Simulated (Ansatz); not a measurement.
# CoO (P3m1) in Ansatz: settings compared

Aim: see how the results for CoO move with the level of theory and the settings. Levels: LDA, r2SCAN. Tasks: band structure, single point, equation of state.

Everything below comes from runs of Ansatz 0.2.0. Logs are shortened: lines on timing, memory, paths and dates and some standing lists are left out, and cuts for length are marked.

### 1 The structure

The structure is hexagonal, space group P6_3mc (No. 186). The conventional cell has a = 3.198 Å, b = 3.198 Å, c = 5.229 Å, α = 90.00°, β = 90.00°, γ = 120.00°. Around Co (site symmetry 3m) lie 4 O at 1.93 to 1.97 Å. O (site symmetry 3m) has 4 Co at 1.93 to 1.97 Å as nearest neighbours.

Measurements of this composition are mostly on another form, of space group No. 225.

### 2 Band structure, LDA, collinear spin, ferromagnetic start

input.yaml

```yaml
crystal:
  lattice:
    - [3.1976457435, 0.0, 0.0]
    - [-1.5988228718, 2.7692424462, 0.0]
    - [0.0, 0.0, 5.22870971]
  atoms:
    - { symbol: Co, position: [0.3333333333, 0.6666666667, 0.50336241], spin: 2.0 }
    - { symbol: Co, position: [0.0, 0.0, 0.00347414], spin: 2.0 }
    - { symbol: O, position: [0.3333333333, 0.6666666667, 0.8715556] }
    - { symbol: O, position: [0.0, 0.0, 0.37160885] }
hamiltonian:
  xc: lda
  pseudopotentials: { kind: paw }
magnetization:
  spin_polarized: true
kpoints:
  mp_grid: { grid: [10, 10, 5] }
  band_path:
    path:
      - [[0.0, 0.0, 0.0], [0.5, 0.0, 0.0], [0.3333333333, 0.3333333333, 0.0], [0.0, 0.0, 0.0], [0.0, 0.0, 0.5], [0.5, 0.0, 0.5], [0.3333333333, 0.3333333333, 0.5], [0.0, 0.0, 0.5]]
      - [[0.5, 0.0, 0.5], [0.5, 0.0, 0.0]]
      - [[0.3333333333, 0.3333333333, 0.0], [0.3333333333, 0.3333333333, 0.5]]
    npoints: 14
scf:
  occupations: { method: fermi_dirac, width: 0.05 }
  n_extra_bands: 10
output:
  forces: true
  stress: true
  eigenvalues: true
  fatbands: true
```

Potentials or basis: Ansatz PAW.

Command:

```bash
ansatz run input.yaml --threads 2 --pin off --max-ram 5632MiB --backend cpu --events-out ev --progress --plain --runs-dir out
```

Standard output:

```text
Warning: RAYON_NUM_THREADS=2 ignored (pool sized by the plan → 2); use --threads N
scf.n_extra_bands = 10 over 23 filled bands (N_el = 46.0): the run solves 33 bands
Engine: ansatz 0.2.0, aarch64-unknown-linux-gnu
Pseudopotentials: kind: paw
Pseudopotential: Co, paw, valence charge 17, recommended cutoff 420 eV (normal), Co.paw.azcp
Pseudopotential: O, paw, valence charge 6, recommended cutoff 420 eV (normal), O.paw.azcp
Functional definition: SPW92
  exchange = slater_x
  correlation = pw_c
Crystal: 4 atoms, lattice volume = 46.301 Å³
Basis set: ecut = 420 eV, 917 PW (Γ)
Bands: 33, of which v1, the nominal top of the filled ones, is band 23 counted from 1 (22 counted from 0)
Symmetry: 6 space group operations
Space group: P3m1 (ITA 156), of the structure as read, at distance tolerance 3.6e-5 Å
Magnetic group: BNS 156.49 (UNI 1279), of the structure as read, at distance tolerance 3.6e-5 Å
k-points: 58 of 500 (time reversal used)
Non-local potential: Co, projectors of the file, l = 0: 3, l = 1: 2, l = 2: 3, l = 3: 1
Non-local potential: O, projectors of the file, l = 0: 2, l = 1: 2, l = 2: 1
PAW form: soft (Blöchl's): semilocal exchange-correlation on the pseudo side does not see the compensation charge
PAW frozen core: Co, regenerated for the run's functional, and the local potential with it (the file was generated under x = pbe(κ = 0.804, μ = 0.2195149727645171), c = pbe(β = 0.06672455060314922))
PAW frozen core: O, regenerated for the run's functional, and the local potential with it (the file was generated under x = pbe(κ = 0.804, μ = 0.2195149727645171), c = pbe(β = 0.06672455060314922))
PAW one-centre angular grid: Co, 590 points (default); XC on 64 Gauss nodes
PAW one-centre angular grid: O, 110 points (default); XC on 64 Gauss nodes
Initial density: superposition of atomic densities (chi_scale 0.1, normalization cell, long waves kept (reshape's long-wave potential 0.00 eV rms))
Starting moments: Σ|m| = 4 μB on 2 of 4 sites
Initial wavefunctions: pseudopotential atomic-orbital guess
Functional: x = slater, c = lda
SCF iter   1: F=—  HF=-11230.925043 eV  |F-HF|=—  |Δ(HF+E_count)|=         —  Δρ=9.88e-2 (↑7.87e-2 ↓9.88e-2)  dr2=1.10e1  dr2_m=1.53e-1  M=3.875 μB ∫|m|=3.875 μB  β_m=0.30  ethr=3.10e-3  ⟨swp⟩=5.6  Hψ=14551  notcnv=0  defer=17
Mixer restart at iter 1: flushing history
preconditioner: auto → Kerker (q_TF=auto, 2.725 Å⁻¹)  [metal: Δε(μ)=0.013 eV  Ē_g=11.876 eV  σ=0.050 eV  W_gap=0.07  n_scr=22 (ndim 8)  ℏωp=29.9 eV  f_vac=0.000  D(μ)=5.17/eV (n_scr^D=66)]
spin=Collinear: Kerker preconditioning applied to the charge; magnetization (m = ρ↑ − ρ↓) channel mixes plain (no charge-response kernel on spin).
SCF iter   2: F=—  HF=-11232.472101 eV  |F-HF|=—  |Δ(HF+E_count)|=    1.55e0  Δρ=6.84e-2 (↑6.84e-2 ↓5.21e-2)  dr2=1.34e0  dr2_m=1.24e0  M=5.079 μB ∫|m|=5.079 μB  β_m=0.35  ethr=3.10e-3  ⟨swp⟩=4.0  Hψ=8763  notcnv=0  defer=332
SCF iter   3: F=—  HF=-11232.870645 eV  |F-HF|=—  |Δ(HF+E_count)|=   3.99e-1  Δρ=4.84e-2 (↑4.84e-2 ↓4.37e-2)  dr2=5.87e-1  dr2_m=7.58e-1  M=5.272 μB ∫|m|=5.272 μB  β_m=0.38  ethr=2.91e-3  ⟨swp⟩=2.0  Hψ=5470  notcnv=0  defer=351
SCF iter   4: F=—  HF=-11232.984304 eV  |F-HF|=—  |Δ(HF+E_count)|=   1.14e-1  Δρ=2.36e-2 (↑2.33e-2 ↓2.36e-2)  dr2=1.69e-1  dr2_m=1.94e-1  M=5.410 μB ∫|m|=5.413 μB  β_m=0.78  ethr=1.28e-3  ⟨swp⟩=2.3  Hψ=5555  notcnv=0  defer=350
SCF iter   5: F=—  HF=-11232.993453 eV  |F-HF|=—  |Δ(HF+E_count)|=         —  Δρ=6.96e-3 (↑2.08e-3 ↓6.96e-3)  dr2=2.42e-2  dr2_m=3.72e-3  M=5.634 μB ∫|m|=5.643 μB  β_m=0.78  ethr=3.66e-4  ⟨swp⟩=2.8  Hψ=7296  notcnv=0  defer=363
Mixer restart at iter 5: flushing history
SCF iter   6: F=—  HF=-11232.994396 eV  |F-HF|=—  |Δ(HF+E_count)|=   9.43e-4  Δρ=4.01e-3 (↑4.01e-3 ↓2.93e-3)  dr2=8.39e-3  dr2_m=1.98e-4  M=5.627 μB ∫|m|=5.636 μB  β_m=0.67  ethr=5.27e-5  ⟨swp⟩=2.0  Hψ=7293  notcnv=0  defer=363
SCF iter   7: F=—  HF=-11232.991765 eV  |F-HF|=—  |Δ(HF+E_count)|=   2.63e-3  Δρ=9.62e-4 (↑7.11e-4 ↓9.62e-4)  dr2=9.28e-4  dr2_m=1.87e-5  M=5.622 μB ∫|m|=5.631 μB  β_m=0.65  ethr=1.82e-5  ⟨swp⟩=2.0  Hψ=7863  notcnv=0  defer=372
[... 10 lines left out ...]
SCF iter  17: F=—  HF=-11233.097995 eV  |F-HF|=—  |Δ(HF+E_count)|=   9.80e-3  Δρ=2.36e-3 (↑2.36e-3 ↓1.90e-3)  dr2=5.24e-3  dr2_m=1.21e-3  M=-0.039 μB ∫|m|=4.683 μB  β_m=0.74  ethr=4.61e-5  ⟨swp⟩=2.4  Hψ=6812  notcnv=0  defer=348
SCF iter  18: F=—  HF=-11233.097082 eV  |F-HF|=—  |Δ(HF+E_count)|=   9.13e-4  Δρ=1.28e-3 (↑1.28e-3 ↓8.40e-4)  dr2=3.92e-4  dr2_m=3.11e-4  M=-0.020 μB ∫|m|=4.684 μB  β_m=0.87  ethr=1.14e-5  ⟨swp⟩=1.4  Hψ=3908  notcnv=0  defer=348
SCF iter  19: F=—  HF=-11233.097397 eV  |F-HF|=—  |Δ(HF+E_count)|=   3.15e-4  Δρ=7.04e-4 (↑5.33e-4 ↓7.04e-4)  dr2=2.08e-4  dr2_m=8.44e-5  M=-0.006 μB ∫|m|=4.682 μB  β_m=0.94  ethr=8.53e-7  ⟨swp⟩=2.1  Hψ=5917  notcnv=0  defer=348
SCF iter  20: F=—  HF=-11233.097442 eV  |F-HF|=—  |Δ(HF+E_count)|=   4.48e-5  Δρ=2.14e-4 (↑2.14e-4 ↓1.08e-4)  dr2=1.87e-5  dr2_m=9.85e-6  M=-0.004 μB ∫|m|=4.681 μB  β_m=0.97  ethr=4.53e-7  ⟨swp⟩=2.1  Hψ=5404  notcnv=0  defer=348
SCF iter  21: F=—  HF=-11233.097439 eV  |F-HF|=—  |Δ(HF+E_count)|=   2.99e-6  Δρ=8.66e-5 (↑8.66e-5 ↓7.61e-5)  dr2=8.71e-6  dr2_m=1.09e-6  M=-0.003 μB ∫|m|=4.681 μB  β_m=0.98  ethr=4.07e-8  ⟨swp⟩=2.3  Hψ=4896  notcnv=0  defer=348
SCF iter  22: F=—  HF=-11233.097439 eV  |F-HF|=—  |Δ(HF+E_count)|=   6.08e-7  Δρ=3.27e-5 (↑2.75e-5 ↓3.27e-5)  dr2=1.55e-6  dr2_m=7.57e-8  M=-0.002 μB ∫|m|=4.681 μB  β_m=0.99  ethr=1.89e-8  ⟨swp⟩=1.0  Hψ=3828  notcnv=0  defer=348
SCF iter  23: F=—  HF=-11233.097438 eV  |F-HF|=—  |Δ(HF+E_count)|=   1.44e-7  Δρ=1.90e-5 (↑1.90e-5 ↓7.65e-6)  dr2=2.00e-7  dr2_m=2.68e-8  M=-0.002 μB ∫|m|=4.681 μB  β_m=1.00  ethr=3.38e-9  ⟨swp⟩=2.1  Hψ=4421  notcnv=0  defer=348
SCF iter  24: F=—  HF=-11233.097438 eV  |F-HF|=—  |Δ(HF+E_count)|=  3.24e-10  Δρ=7.01e-6 (↑4.34e-6 ↓7.01e-6)  dr2=5.04e-8  dr2_m=3.92e-9  M=-0.002 μB ∫|m|=4.681 μB  β_m=0.94  ethr=4.35e-10  ⟨swp⟩=2.4  Hψ=5495  notcnv=0  defer=348
SCF iter  25: F=-11233.097438 eV  HF=-11233.097438 eV  |F-HF|=4.80e-8  |Δ(HF+E_count)|=   4.80e-9  Δρ=6.50e-6 (↑6.21e-6 ↓6.50e-6)  dr2=5.22e-8  dr2_m=5.29e-9  M=-0.002 μB ∫|m|=4.681 μB  ethr=1.10e-10  ⟨swp⟩=7.9  Hψ=15509  notcnv=0
SCF 1 converged in 25 iterations: F = -11233.097438 eV  dr2 = 5.22e-8
WARN: the starting moments were not kept: 1 of 2 ended reversed and 1 kept their direction, counting a site from 0.1 μB. The largest reversed, site 1 (counted from 0, in the order of the report's site_moments_mub), started with +2.0 μB and closes at -2.0e0 μB in its sphere. The net magnetisation is 1.7e-3 μB in size, at most 0.1 of the 4 μB that the starting moments add up to as vectors. The SCF closed on another magnetic arrangement than the starting moments describe; that does not show which of the two is lower. To try another start: change the starting moments (crystal.atoms[].spin, magnetization.per_species, magnetization.initial_magnetization, or on a non-collinear deck that types none of these the spinor_matrix: blocks that start its atoms; where the total moment is fixed, keep their sum and leave initial_magnetization as it is; typed ones take the place of any that the run laid by itself, positive ones on a crystal's lanthanoids without a Hubbard term where scf.initial_density.shell_occupations: [] is typed); see also scf.mixing.spin_hold.
NSCF: frozen V_eff on 129 k-points
SCF converged after 25 iterations
Magnetization: -0.0018 μB (22.9991 up, 23.0009 down)
Absolute magnetization: 4.6808 μB (∫|ρ↑−ρ↓|, with the PAW one-centre terms)
Spin contamination: 2.1249 ħ² per cell (⟨S²⟩ above its minimum at these occupations)
Per-site moments (μB) at R_I (Å): [(1.97831192937206, 0.7941348144299109), (-1.9793960355410944, 0.7940086822655766), (-0.1491502583570701, 0.7941348144299109), (0.148728461630975, 0.7940086822655766)]
Free energy (F): -11233.097438 eV
Harris-Foulkes:  -11233.097438 eV  (|F-HF|=4.80e-8)
Internal energy: -11233.048189 eV  (E = F + TS)
E sigma→0 (E₀):  -11233.072814 eV
Entropy (-TS):   -0.049249 eV (-12.312 meV/atom)
Fermi energy:    10.603139 eV
--- Per-component energies (eV) ---
  E_band       = -754.323878
  E_kinetic    = 1234.383133
  E_local      = -7799.682332  (includes V_loc(G=0)·N_el)
  E_nonlocal   = 1036.202910
  E_hartree    = 3206.972199
  E_xc         = -450.836630
  E_vxc        = -583.403633  (∫ρ·V_xc dr)
  E_paw        = -3202.806189  (= ΣΔE_a)
  E_vpaw       = -1055.773945  (= ΣTr[D̂ρ^β])
  E_aug_tail   = 0.005176  (compensation charges beyond the density's cutoff)
  E_ewald      = -5258.316798
  E_core_change = 1.030344  (= ΣΔE_core)
  E_smearing   = -0.049249  (= −TS)
  E_closure    = 0.000000  (closes the sum)
  Σ components = -11233.097438   (vs F -11233.097438, Δ=0.00e0)
--- Forces (eV/Å), atoms counted from 1 ---
  atom   1  Co     0.00000000    -0.00000000     0.04698187
  atom   2  Co    -0.00000000     0.00000000     0.04272633
  atom   3  O     -0.00000000     0.00000000    -0.04429408
  atom   4  O      0.00000000    -0.00000000    -0.04540375
  max |Σ_I F_I| component: 1.04e-5 eV/Å
--- Stress (GPa, compression-positive) ---
      -18.887485       0.000000       0.000000
        0.000000     -18.887485      -0.000000
        0.000000      -0.000000     -16.326767
  P = ⅓ Tr σ = -18.0339 GPa (-180.339 kbar)
--- Band table (eV; the first three rows and the last of 116) ---
  k-point 0 ↑: bands = ["-85.0435", "-82.6247", "-48.9078", "-48.6292", "-48.6292", "-46.4915", "-46.3171", "-46.3171", "-9.1617", "-8.4400", "3.5245", "4.6917", "4.6995", "4.6995", "5.4746", "5.4746", "8.3585", "8.3585", "8.9292", "9.7369", "9.7369", "10.6809", "10.6809", "10.7618", "11.9757", "12.3604", "12.3604", "16.0225", "17.7014", "24.1271", "24.1271", "24.4417", "25.3248"]
  k-point 1 ↑: bands = ["-85.0435", "-82.6247", "-48.9078", "-48.6292", "-48.6292", "-46.4914", "-46.3172", "-46.3172", "-9.1043", "-8.5006", "3.5590", "4.5139", "4.7015", "4.7015", "5.4531", "5.4531", "8.3898", "8.3898", "9.0806", "9.7594", "9.7594", "10.6945", "10.6945", "11.0298", "12.0762", "12.3095", "12.3095", "15.2474", "18.4567", "23.2659", "24.1014", "24.1014", "25.0398"]
  k-point 2 ↑: bands = ["-85.0435", "-82.6247", "-48.9077", "-48.6292", "-48.6292", "-46.4915", "-46.3171", "-46.3171", "-8.9718", "-8.6383", "3.6900", "4.1623", "4.7057", "4.7057", "5.4190", "5.4190", "8.4414", "8.4414", "9.3604", "9.7903", "9.7903", "10.7276", "10.7276", "11.2663", "12.2210", "12.2210", "12.7407", "13.9870", "19.7726", "21.4037", "24.1226", "24.1226", "24.5916"]
  k-point 57 ↓: bands = ["-85.0436", "-82.6236", "-48.9080", "-48.6429", "-48.6391", "-46.4888", "-46.3326", "-46.3281", "-8.4627", "-8.1967", "3.9469", "4.0345", "4.3560", "4.6818", "5.2997", "5.5944", "7.9105", "8.5283", "8.9602", "9.0549", "9.3048", "9.7946", "10.3280", "10.6747", "11.1645", "11.3880", "17.3210", "17.7524", "18.6350", "18.9541", "19.8445", "20.3699", "24.3158"]
```

It took 45 s on 2 threads of Arm Neoverse V1, shared host; peak memory 0.44 GiB.

What came out:

```yaml
Free_energy: -11233.0974 eV
Pressure: -18.0 GPa
Largest_force: 0.047 eV/Å
Band_gap_on_the_k_mesh: none (metal or under the smearing width)
Net_moment: 0.00 μB per cell
Absolute_moment: 4.68 μB per cell
Site_moments: Co +1.98, -1.98; O -0.15, +0.15 μB
```

Forces on the atoms (eV/Å):
```
Co   0.000  0.000  0.047
Co   0.000  0.000  0.043
O    0.000  0.000 -0.044
O    0.000  0.000 -0.045
```

Levels at the corners of the path, in eV from the Fermi level:
Spin up:
| point | band 19 | band 20 | band 21 | band 22 | band 23 | band 24 | band 25 | band 26 | band 27 | band 28 |
| --- | --- | --- | --- | --- | --- | --- | --- | --- | --- | --- |
| Γ | -1.67 | -0.87 | -0.87 | 0.08 | 0.08 | 0.16 | 1.37 | 1.76 | 1.76 | 5.42 |
| M | -1.96 | -1.89 | -1.26 | -0.33 | -0.20 | -0.05 | 0.60 | 0.99 | 5.67 | 6.08 |
| K | -2.21 | -1.53 | -1.44 | -0.81 | 0.07 | 0.15 | 0.32 | 0.69 | 7.10 | 7.53 |
| Γ | -1.67 | -0.87 | -0.87 | 0.08 | 0.08 | 0.16 | 1.37 | 1.76 | 1.76 | 5.42 |
| A | -1.19 | -0.81 | -0.81 | 0.13 | 0.13 | 0.67 | 1.60 | 1.60 | 2.57 | 2.89 |
| L | -1.87 | -1.46 | -1.14 | -0.37 | -0.12 | -0.05 | 0.62 | 0.85 | 5.41 | 5.72 |
| H | -1.49 | -1.46 | -1.41 | -0.87 | -0.35 | 0.10 | 0.58 | 0.76 | 7.04 | 7.57 |
| A | -1.19 | -0.81 | -0.81 | 0.13 | 0.13 | 0.67 | 1.60 | 1.60 | 2.57 | 2.89 |
| L | -1.87 | -1.46 | -1.14 | -0.37 | -0.12 | -0.05 | 0.62 | 0.85 | 5.41 | 5.72 |
| M | -1.96 | -1.89 | -1.26 | -0.33 | -0.20 | -0.05 | 0.60 | 0.99 | 5.67 | 6.08 |
| K | -2.21 | -1.53 | -1.44 | -0.81 | 0.07 | 0.15 | 0.32 | 0.69 | 7.10 | 7.53 |
| H | -1.49 | -1.46 | -1.41 | -0.87 | -0.35 | 0.10 | 0.58 | 0.76 | 7.04 | 7.57 |
Spin down:
| point | band 19 | band 20 | band 21 | band 22 | band 23 | band 24 | band 25 | band 26 | band 27 | band 28 |
| --- | --- | --- | --- | --- | --- | --- | --- | --- | --- | --- |
| Γ | -1.67 | -0.87 | -0.87 | 0.08 | 0.08 | 0.16 | 1.37 | 1.76 | 1.76 | 5.42 |
| M | -1.96 | -1.89 | -1.26 | -0.33 | -0.20 | -0.05 | 0.60 | 0.99 | 5.67 | 6.08 |
| K | -2.21 | -1.53 | -1.44 | -0.81 | 0.07 | 0.15 | 0.32 | 0.69 | 7.10 | 7.53 |
| Γ | -1.67 | -0.87 | -0.87 | 0.08 | 0.08 | 0.16 | 1.37 | 1.76 | 1.76 | 5.42 |
| A | -1.19 | -0.81 | -0.81 | 0.13 | 0.13 | 0.68 | 1.60 | 1.60 | 2.57 | 2.89 |
| L | -1.87 | -1.46 | -1.14 | -0.37 | -0.12 | -0.05 | 0.62 | 0.85 | 5.41 | 5.72 |
| H | -1.49 | -1.46 | -1.41 | -0.87 | -0.35 | 0.10 | 0.58 | 0.76 | 7.03 | 7.57 |
| A | -1.19 | -0.81 | -0.81 | 0.13 | 0.13 | 0.68 | 1.60 | 1.60 | 2.57 | 2.89 |
| L | -1.87 | -1.46 | -1.14 | -0.37 | -0.12 | -0.05 | 0.62 | 0.85 | 5.41 | 5.72 |
| M | -1.96 | -1.89 | -1.26 | -0.33 | -0.20 | -0.05 | 0.60 | 0.99 | 5.67 | 6.08 |
| K | -2.21 | -1.53 | -1.44 | -0.81 | 0.07 | 0.15 | 0.32 | 0.69 | 7.10 | 7.53 |
| H | -1.49 | -1.46 | -1.41 | -0.87 | -0.35 | 0.10 | 0.58 | 0.76 | 7.03 | 7.57 |

Caveat: the pressure holds a Pulay correction of +0.9 GPa for the finite cutoff; semilocal functionals often make such compounds metallic where correlation or magnetic order opens a gap, which also shifts bond lengths; the PAW data sets come from PBE, with cores solved anew for the run's functional, which leaves a small shift of forces and pressure; the starting moments weren't kept.

(Part 1 of 3 ends here.)
